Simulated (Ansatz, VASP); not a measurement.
# Cross-check of AlSi2 between VASP and Ansatz, part 2 of 2

Wanted: the spread between two codes on one cell, functional and k mesh. The cell is generated by rule, not measured, and may not be a known phase. The cell is taken from a series of runs on this material, whose earlier steps may have relaxed, scaled, displaced or heated it; both programs get it as it stands.

VASP 6.6.1 and Ansatz 0.2.0.

So far: Starting point; VASP: zone-centre phonons, RPBE.

The structure was built from a prototype and need not be the compound's stable phase.

## (3) Ansatz: zone-centre phonons, RPBE

Level of this step: Ansatz beside VASP: Kohn-Sham DFT, plane waves, RPBE (Ansatz).

Ansatz runs on its default PAW (the set named soft_2) files.

The same cell, functional, mesh and smearing now go to Ansatz, which takes its cutoff from its data sets.

input.yaml

```yaml
crystal:
  lattice:
    - [4.4112742483, 0.0, 0.0]
    - [-2.2056371241, 3.8202755621, 0.0]
    - [0.0, 0.0, 5.6404970382]
  atoms:
    - { symbol: Al, position: [0.0, 0.0, 0.75] }
    - { symbol: Al, position: [0.0, 0.0, 0.25] }
    - { symbol: Si, position: [0.3333333333, 0.6666666667, 0.0319306663] }
    - { symbol: Si, position: [0.3333333333, 0.6666666667, 0.4680693337] }
    - { symbol: Si, position: [0.6666666667, 0.3333333333, 0.9680693337] }
    - { symbol: Si, position: [0.6666666667, 0.3333333333, 0.5319306663] }
kpoints:
  mp_grid: { grid: [9, 9, 6] }
hamiltonian:
  xc: rpbe
scf:
  occupations: { method: methfessel_paxton, width: 0.15 }
output:
  eigenvalues: true
phonons:
  method: dfpt
```

Started as:

```console
ansatz run input.yaml --threads 4 --pin off --max-ram 7168MiB --backend cpu --events-out ev --progress --plain --runs-dir out
```

Numbers of over 12 decimals in the logs are rounded to 6 here.

What it wrote:

```text
Engine: ansatz 0.2.0, aarch64-unknown-linux-gnu
Pseudopotentials: kind: paw
Pseudopotential: Al, paw, valence charge 3, recommended cutoff 420 eV (normal), Al.paw.azcp
Pseudopotential: Si, paw, valence charge 4, recommended cutoff 420 eV (normal), Si.paw.azcp
Functional definition: RPBE
  parameter kappa = 0.804
  parameter beta = 0.066725
  exchange = rpbe_x(kappa = kappa, mu = beta*pi^2/3)
  correlation = pbe_c(beta = beta)
Crystal: 6 atoms, lattice volume = 95.055 Å³
Basis set: ecut = 420 eV, 1837 PW (Γ), exchange–correlation on 60×60×80 points (8 copies of the dense FFT grid, shifted against one another)
Bands: 17, of which v1, the nominal top of the filled ones, is band 11 counted from 1 (10 counted from 0)
Symmetry: 24 space group operations
k-points: 140 of 486 (irreducible under 2 space group operations, time reversal used)
Non-local potential: Al, projectors of the file, l = 0: 2, l = 1: 2, l = 2: 1
Non-local potential: Si, projectors of the file, l = 0: 2, l = 1: 2, l = 2: 2
PAW form: soft (Blöchl's): semilocal exchange-correlation on the pseudo side does not see the compensation charge
PAW frozen core: Al, regenerated for the run's functional, and the local potential with it (the file was generated under x = pbe(κ = 0.804, μ = 0.219515), c = pbe(β = 0.066725))
PAW frozen core: Si, regenerated for the run's functional, and the local potential with it (the file was generated under x = pbe(κ = 0.804, μ = 0.219515), c = pbe(β = 0.066725))
PAW one-centre angular grid: Al, 110 points (default); XC on 64 Gauss nodes
PAW one-centre angular grid: Si, 110 points (default); XC on 64 Gauss nodes
Initial density: superposition of atomic densities (neutral atoms: chi_scale 0, normalization atom), corrected by the library's trained network
Initial wavefunctions: pseudopotential atomic-orbital guess
Functional: x = rpbe, c = pbe(β = 0.066725)
SCF iter   1: F=—  HF=-3634.763911 eV  |F-HF|=—  |Δ(HF+E_count)|=         —  Δρ=3.50e-3  dr2=9.98e-3  ethr=1.77e-3  ⟨swp⟩=6.8  Hψ=14938  notcnv=0
preconditioner: auto → Kerker (q_TF=auto, 2.138 Å⁻¹)  [metal: Δε(μ)=0.023 eV  Ē_g=7.596 eV  σ=0.150 eV  W_gap=0.13  n_scr=20 (ndim 8)  ℏωp=17.9 eV  f_vac=0.000  D(μ)=1.91/eV (n_scr^D=8)]
SCF iter   2: F=—  HF=-3634.763225 eV  |F-HF|=—  |Δ(HF+E_count)|=   6.87e-4  S|Δr|=    0.00e0  Δρ=2.17e-3  dr2=4.00e-3  ethr=4.53e-5  ⟨swp⟩=1.1  Hψ=3531  notcnv=0
SCF iter   3: F=—  HF=-3634.762457 eV  |F-HF|=—  |Δ(HF+E_count)|=   7.67e-4  S|Δr|=    0.00e0  Δρ=1.53e-4  dr2=2.11e-5  ethr=1.82e-5  ⟨swp⟩=2.0  Hψ=3817  notcnv=0
SCF iter   4: F=—  HF=-3634.762452 eV  |F-HF|=—  |Δ(HF+E_count)|=   5.42e-6  S|Δr|=    0.00e0  Δρ=5.02e-5  dr2=2.67e-6  ethr=9.57e-8  ⟨swp⟩=2.1  Hψ=3759  notcnv=0
SCF iter   5: F=—  HF=-3634.762452 eV  |F-HF|=—  |Δ(HF+E_count)|=   2.22e-7  S|Δr|=    0.00e0  Δρ=1.01e-5  dr2=1.07e-7  ethr=1.22e-8  ⟨swp⟩=2.1  Hψ=3635  notcnv=0
SCF iter   6: F=—  HF=-3634.762452 eV  |F-HF|=—  |Δ(HF+E_count)|=   5.22e-7  S|Δr|=    0.00e0  Δρ=1.17e-6  dr2=1.23e-9  ethr=4.87e-10  ⟨swp⟩=2.7  Hψ=3773  notcnv=0
SCF iter   7: F=—  HF=-3634.762452 eV  |F-HF|=—  |Δ(HF+E_count)|=  3.70e-10  S|Δr|=    0.00e0  Δρ=2.76e-7  dr2=9.07e-11  ethr=5.57e-12  ⟨swp⟩=2.1  Hψ=3807  notcnv=0
SCF iter   8: F=-3634.762452 eV  HF=-3634.762452 eV  |F-HF|=4.55e-13  |Δ(HF+E_count)|=  2.27e-11  S|Δr|=    0.00e0  Δρ=3.22e-8  dr2=1.22e-12  ethr=1.00e-12  ⟨swp⟩=7.9  Hψ=12243  notcnv=0
SCF 1 converged in 8 iterations: F = -3634.762452 eV  dr2 = 1.22e-12
  greatest PAW one-centre occupation: 0.657 electrons in one spin orbital (limit 2), on the Si atom at site 5 (counted from 0), in its partial waves of l = 0
DFPT response loops at Γ: preconditioner auto → Kerker (q_TF=auto, 2.138 Å⁻¹) (partly filled bands, converged f_vac=0.000); β = 1.00, the filter's whole step (`scf.mixing.beta` (0.50) is not read by the response loops under this deck's `scf.mixing.preconditioner`; to damp them name `kerker` or `kerker_dos`, under which they read `scf.mixing.beta`, and type it under 1.00, their step now; both keys bind the ground state too); Broyden in place of MSR1
SCF converged after 8 iterations
Stability not checked: this state was not tested for a lower state beside it, because cold or Methfessel-Paxton smearing, or corrected tetrahedra, fill the levels in a way that the test cannot read (fill_not_monotonic; see scf.lower_state_search)
Free energy (F): -3634.762452 eV
Harris-Foulkes:  -3634.762452 eV  (|F-HF|=4.55e-13)
Internal energy: -3634.763479 eV  (E = F + TS)
E sigma→0 (E₀):  -3634.762709 eV
Entropy (-TS):   0.001027 eV (0.171 meV/atom)
Fermi energy:    9.291672 eV
Step filling:    the computed levels leave a gap of 0.0000 eV = 0.0 smearing widths at the electron count; against every level under it full and every level over it empty, smearing changes F+E_penalty+E_count by -1.415 meV and its σ→0 estimate by -1.671 meV
--- Per-component energies (eV) ---
  E_band       = 87.198166
  E_kinetic    = 206.362586
  E_local      = -0.420244  (includes V_loc(G=0)·N_el)
  E_nonlocal   = 119.364768
  E_hartree    = 10.967880
  E_xc         = -302.308550
  E_vxc        = -246.382379  (∫ρ·V_xc dr)
  E_paw        = -3000.842385  (= ΣΔE_a)
  E_vpaw       = -13.662353  (= ΣTr[D̂ρ^β])
  E_aug_tail   = 0.000025  (compensation charges beyond the density's cutoff)
  E_ewald      = -667.757104
  E_core_change = -0.130455  (= ΣΔE_core)
  E_smearing   = 0.001027  (= −TS)
  E_closure    = 0.000000  (closes the sum)
  Σ components = -3634.762452   (vs F -3634.762452, Δ=0.00e0)
--- Band table (eV; the first three rows and the last of 140) ---
  k-point 0: bands = [... 7 lower, 6.4886, 7.1942, 8.1791, 8.1791, 8.9304, 9.5438, 10.1981, 10.1981, ... 2 higher]
  k-point 1: bands = [... 7 lower, 6.5847, 7.1315, 7.8359, 7.8359, 8.1357, 9.4495, 9.4495, 10.2622, ... 2 higher]
  k-point 2: bands = [... 7 lower, 6.7174, 6.7174, 7.3417, 7.3417, 8.0297, 8.4658, 8.4658, 8.9417, ... 2 higher]
  k-point 139: bands = [... 7 lower, 7.2042, 8.3859, 8.3859, 8.8248, 8.8248, 10.5561, 10.5561, 11.7421, ... 2 higher]
--- Phonons (Γ-DFPT): 4 representative perturbations + reference, on 140 of 486 k-points (Σ response iterations 12) ---
  k mesh reduced under 2 symmetry operations, with k and −k counted as one. Each operation leaves every solved perturbation unchanged. A smaller set is not used because it would not reduce the number of displacements times k-points to solve
  ASR residual: 1.747e-5 → 0.000e0 eV/Å²; symmetrization residual: 1.002e-6 eV/Å²
  ASR residual per site (eV/Å²): 1.75e-5 1.75e-5 9.88e-6 9.88e-6 9.88e-6 9.88e-6
  Γ frequencies (cm⁻¹): 0.00 0.00 0.00 69.34 115.81 115.81 145.94 145.94 173.21 218.57 218.57 275.49 275.49 277.69 277.69 278.34 296.28 335.12
  non-analytic LO–TO correction: not included (Born effective charges unavailable; polar crystals: no LO–TO splitting at Γ)
```

## (4) Side by side

Known differences besides the potentials themselves: the cutoff is 420 eV in Ansatz and 500 eV in VASP; Ansatz makes its cores anew for this functional, VASP keeps those of its PBE data sets. Total energies have different zeros and are not compared.

The two programs side by side:

| quantity | Ansatz | VASP | difference |
| --- | --- | --- | --- |
| optical mode 1 (cm⁻¹) | 69.3 | 67.5 | +2.68 % |
| optical mode 2 to 3 (cm⁻¹) | 115.8 | 114.4 | +1.19 % |
| optical mode 4 to 5 (cm⁻¹) | 145.9 | 145.4 | +0.39 % |
| optical mode 6 (cm⁻¹) | 173.2 | 173.4 | -0.10 % |
| optical mode 7 to 8 (cm⁻¹) | 218.6 | 217.2 | +0.63 % |
| optical mode 9 to 10 (cm⁻¹) | 275.5 | 274.5 | +0.36 % |
| optical mode 11 to 12 (cm⁻¹) | 277.7 | 276.6 | +0.39 % |
| optical mode 13 (cm⁻¹) | 278.3 | 276.8 | +0.54 % |
| optical mode 14 (cm⁻¹) | 296.3 | 295.8 | +0.18 % |
| optical mode 15 (cm⁻¹) | 335.1 | 335.0 | +0.04 % |

Modes are paired by rising frequency, not by their patterns, so a pair may set unlike modes beside each other; they are those without the splitting of longitudinal modes.

## (5) What came out

- r.m.s. difference of the optical zone-centre modes, each program's sorted by frequency (zone-centre phonons, RPBE): 1.1 cm⁻¹
- difference in optical mode 1 (zone-centre phonons, RPBE): +2.7 %

In words: The r.m.s. difference of the optical zone-centre modes, each program's sorted by frequency is 1.1 cm⁻¹ (zone-centre phonons, RPBE). Among the rows given in per cent, the largest difference of the zone-centre phonons, RPBE pair is in optical mode 1, +2.7 %. Such differences can come from data sets, numerical settings and the points named under the comparisons, not from the functional's error against experiment.

[Lines on the potential files, build, host, timing and source positions are cut from VASP's logs without a mark.]

[Logs are printed without paths, hosts, clocks, repeated set-up lines and the standing remarks that a program may print on its own settings, such as how far it seeks lower states.]

[Hosts, paths, dates, database ids (printed as entryN), source tags and the programs' standing remarks are cut or masked in the printed files.]
